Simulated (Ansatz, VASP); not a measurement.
## GaSb: the functional in 2 programs

It takes space group F-43m (No. 216, cubic). Conventional cell: a = 6.118 Å, b = 6.118 Å, c = 6.118 Å, α = 90.00°, β = 90.00°, γ = 90.00°. Sb (site symmetry -43m) is surrounded by 4 Ga at 2.65 Å. Ga (site symmetry -43m) has 4 Sb at 2.65 Å as nearest neighbours.

Kept alike: task band structure; k mesh 8 × 8 × 8; occupations fermi-dirac, width 0.05 eV; no spin polarisation. The mesh is that of the run's cell of 2 atoms. No spin-orbit coupling.

- A: Ansatz, all-electron LAPW, scalar-relativistic
- B: VASP; PBE PAW files Ga_d, Sb, 520 eV (BLYP, PBE, PBEsol, RPBE, revPBE); LDA PAW files Ga_d, Sb, 520 eV (LDA)

| functional | A: pressure (GPa) | B: pressure (GPa) |
| --- | --- | --- |
| BLYP | 5.35 | 5.57 |
| LDA | -1.70 | -1.55 |
| PBE | 2.34 | 2.44 |
| PBEsol | -0.15 | -0.07 |
| RPBE | 3.89 | 3.94 |
| revPBE | 3.46 | 3.52 |

Pressure is positive in compression; plane-wave values hold the error of the finite cutoff. Values on potentials made for another functional: some of B.

Task: How large is the effect of the functional, and do the programs agree on it?

Result: From LDA to BLYP the pressure moves by +7.05 in A, +7.12 in B (GPa). Row by row the programs differ by 0.05 to 0.22, and over this span the shifts, as printed, agree within about 1 %. Shifts from LDA: BLYP +7.05, +7.12; PBE +4.04, +3.99; PBEsol +1.55, +1.48; RPBE +5.59, +5.49; revPBE +5.16, +5.07; the programs' shifts differ by up to 0.10.
